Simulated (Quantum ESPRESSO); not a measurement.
# MgS (Niningerite) (Fm-3m) in Quantum ESPRESSO: a series of runs, part 3 of 3

Quantum ESPRESSO 7.5. The steps go on from the part before.

## (5) Phonons, PBE

The input, pw.in:

```
&CONTROL
  calculation = 'scf'
  prefix = 'pwscf'
  outdir = './tmp'
  pseudo_dir = './pseudo'
  tprnfor = .true.
  tstress = .true.
  disk_io = 'low'
/
&SYSTEM
  ibrav = 0
  nat = 2
  ntyp = 2
  ecutwfc = 84
  nbnd = 14
  occupations = 'smearing'
  smearing = 'fd'
  degauss = 0.00367493
/
&ELECTRONS
  conv_thr = 4d-10
  electron_maxstep = 120
  mixing_beta = 0.5
/
ATOMIC_SPECIES
S     32.0600 S.upf
Mg    24.3050 Mg.upf
CELL_PARAMETERS angstrom
   0.0000000000    2.6016500000    2.6016500000
   2.6016500000    0.0000000000    2.6016500000
   2.6016500000    2.6016500000    0.0000000000
ATOMIC_POSITIONS angstrom
S      2.6016500000    2.6016500000    2.6016500000
Mg     0.0000000000    0.0000000000    0.0000000000
K_POINTS automatic
8 8 8 1 1 1
```

The input, scf2.in:

```
&CONTROL
  calculation = 'scf'
  prefix = 'pwscf'
  outdir = './tmp'
  pseudo_dir = './pseudo'
  tprnfor = .true.
  tstress = .true.
  disk_io = 'low'
/
&SYSTEM
  ibrav = 0
  nat = 2
  ntyp = 2
  ecutwfc = 84
  nbnd = 14
  occupations = 'fixed'
/
&ELECTRONS
  conv_thr = 1d-13
  electron_maxstep = 120
  mixing_beta = 0.5
  startingpot = 'file'
  startingwfc = 'file'
/
ATOMIC_SPECIES
S     32.0600 S.upf
Mg    24.3050 Mg.upf
CELL_PARAMETERS angstrom
   0.0000000000    2.6016500000    2.6016500000
   2.6016500000    0.0000000000    2.6016500000
   2.6016500000    2.6016500000    0.0000000000
ATOMIC_POSITIONS angstrom
S      2.6016500000    2.6016500000    2.6016500000
Mg     0.0000000000    0.0000000000    0.0000000000
K_POINTS automatic
8 8 8 1 1 1
```

The input, ph.in:

```
phonons of MgS
&INPUTPH
  prefix = 'pwscf'
  outdir = './tmp'
  tr2_ph = 1d-18
  fildyn = 'dyn'
  niter_ph = 90
  alpha_mix(1) = 0.7
  epsil = .true.
/
0.0000000000 0.0000000000 0.0000000000
```

The input, dynmat.in:

```
&INPUT
  fildyn = 'dyn'
  asr = 'crystal'
  lperm = .true.
  filout = 'dynmat.disp'
  fileig = 'dynmat.eig'
/
```

The input, dynmat_lo.in:

```
&INPUT
  fildyn = 'dyn'
  asr = 'crystal'
  filout = 'dynmat_lo.disp'
  fileig = 'dynmat_lo.eig'
  q(1) = 0
  q(2) = 0
  q(3) = 1
/
```

Potentials or basis: PseudoDojo 0.4.1 SR PBE standard.

Started as:

```bash
$ OMP_NUM_THREADS=1 pw.x -in pw.in > pw.out
$ OMP_NUM_THREADS=1 pw.x -in scf2.in > scf2.out
$ OMP_NUM_THREADS=1 ph.x -in ph.in > ph.out
$ OMP_NUM_THREADS=1 dynmat.x -in dynmat.in > dynmat.out
$ OMP_NUM_THREADS=1 dynmat.x -in dynmat_lo.in > dynmat_lo.out
```

pw.out:

```text
This program is part of the open-source Quantum ESPRESSO suite
     for quantum simulation of materials; please cite
[... 9 lines left out ...]
     --------------------
     sticks:   dense  smooth     PW     G-vecs:    dense   smooth      PW
     Sum        1123    1123    349                24693    24693    4111

     Using Slab Decomposition

     bravais-lattice index     =            0
     lattice parameter (alat)  =       6.9528  a.u.
     unit-cell volume          =     237.6694 (a.u.)^3
     number of atoms/cell      =            2
     number of atomic types    =            2
     number of electrons       =        16.00
     number of Kohn-Sham states=           14
     kinetic-energy cutoff     =      84.0000  Ry
     charge density cutoff     =     336.0000  Ry
     scf convergence threshold =      4.0E-10
     mixing beta               =       0.5000
     number of iterations used =            8  plain     mixing
     Exchange-correlation= PBE
[... 179 lines left out ...]

     End of self-consistent calculation

          k = 0.0442 0.0442 0.0442 (  3110 PWs)   bands (ev):

   -68.4081 -35.1624 -35.1622 -35.1622  -6.2594   6.0522   6.3391   6.3391
    10.3430  14.1912  14.3991  14.3991  16.4503  16.4504
[... 293 lines left out ...]
   -68.4077 -35.1683 -35.1637 -35.1632  -4.9234   1.7394   5.0516   5.6537
    11.5894  12.6990  13.6944  16.6513  18.6729  19.5190

     the Fermi energy is     7.7838 ev

!    total energy              =    -141.07689643 Ry
     estimated scf accuracy    <          1.4E-10 Ry
     smearing contrib. (-TS)   =      -0.00000000 Ry
     internal energy E=F+TS    =    -141.07689643 Ry

     The total energy is F=E-TS. E is the sum of the following terms:
     one-electron contribution =     -86.43765454 Ry
     hartree contribution      =      44.42277384 Ry
     xc contribution           =     -22.34853920 Ry
     ewald contribution        =     -76.71347653 Ry

     convergence has been achieved in   8 iterations

     Forces acting on atoms (cartesian axes, Ry/au):

     atom    1 type  1   force =    -0.00000000    0.00000000    0.00000000
     atom    2 type  2   force =     0.00000000   -0.00000000   -0.00000000

     Total force =     0.000000     Total SCF correction =     0.000000

     Computing stress (Cartesian axis) and pressure

          total   stress  (Ry/bohr**3)                   (kbar)     P=       12.16
   0.00008264   0.00000000   0.00000000           12.16        0.00        0.00
   0.00000000   0.00008264   0.00000000            0.00       12.16        0.00
   0.00000000   0.00000000   0.00008264            0.00        0.00       12.16

=------------------------------------------------------------------------------=
   JOB DONE.
=------------------------------------------------------------------------------=
```

scf2.out:

```text
This program is part of the open-source Quantum ESPRESSO suite
     for quantum simulation of materials; please cite
[... 9 lines left out ...]
     --------------------
     sticks:   dense  smooth     PW     G-vecs:    dense   smooth      PW
     Sum        1123    1123    349                24693    24693    4111
[... 485 lines left out ...]
   0.00008251   0.00000000   0.00000000           12.14        0.00        0.00
   0.00000000   0.00008251   0.00000000            0.00       12.14        0.00
   0.00000000   0.00000000   0.00008251            0.00        0.00       12.14

=------------------------------------------------------------------------------=
   JOB DONE.
=------------------------------------------------------------------------------=
```

Wall time 16 min (1 thread of Arm Neoverse V2, shared host); peak memory 0.09 GiB.

Results:

| Item | Value |
| --- | --- |
| Free energy | -1919.4490 eV |
| Pressure | 1.2 GPa |
| Electronic dielectric tensor (diagonal) | 5.43 |
| Born charges (mean of the diagonal) | S -2.34; Mg +2.34 e |
| Highest phonon frequency at Γ, LO-TO splitting left out | 241 cm⁻¹ |
| Static dielectric tensor (diagonal) | 15.02 |

Phonon frequencies in cm⁻¹ (negative: imaginary):
| q point | frequencies |
| --- | --- |
| (0.000, 0.000, 0.000) | 46 46 46 241 241 241 |

Electronic dielectric tensor:
```
5.43 0.00 0.00
0.00 5.43 0.00
0.00 0.00 5.43
```

Born effective charge tensors (e):
atom 1, S
```
-2.34  0.00  0.00
 0.00 -2.34  0.00
 0.00  0.00 -2.34
```
atom 2, Mg
```
2.34 0.00 0.00
0.00 2.34 0.00
0.00 0.00 2.34
```

Optical modes at Γ, degenerate ones joined, polar ones without the macroscopic field:
| cm⁻¹ | components | symmetry | active in | IR intensity, summed ((D/Å)²/amu) |
| --- | --- | --- | --- | --- |
| 240 | 3 | T1u | IR | 27.32 |

Zone-centre frequencies without and with the macroscopic field along z (cm⁻¹):
|  | optical modes in rising order |
| --- | --- |
| without | 240 240 240 |
| with the field | 240 240 399 |

Static dielectric tensor, electrons and zone-centre modes:
```
15.02  0.00  0.00
 0.00 15.02  0.00
 0.00  0.00 15.02
```

Caveat: before the sum rule the acoustic modes lie tens of cm⁻¹ from zero, a sign that the density grid also shifts the optical modes.

## (6) Summary

| level | cell | k mesh | pressure (GPa) |
| --- | --- | --- | --- |
| vdW-DF-cx | relaxed | 4 × 4 × 4, shifted | 0.0 |
| PBE | as given | 4 × 4 × 4, shifted | 1.2 |
| PBE | as given | 6 × 6 × 6, shifted | 1.2 |
| PBE | as given | 8 × 8 × 8, shifted | 1.2 |

Alike in all rows: task phonons; potentials or basis PseudoDojo 0.4.1 SR PBE standard; no spin polarisation; cutoff (eV) 1143; smearing fermi-dirac 0.05 eV.

Caveats: before the sum rule the acoustic modes lie tens of cm⁻¹ from zero, a sign that the density grid also shifts the optical modes; the potentials were made for another functional, which shifts forces and pressure (some runs).

Total energies depend on the potentials used, so only differences within one code and one set of settings carry meaning.
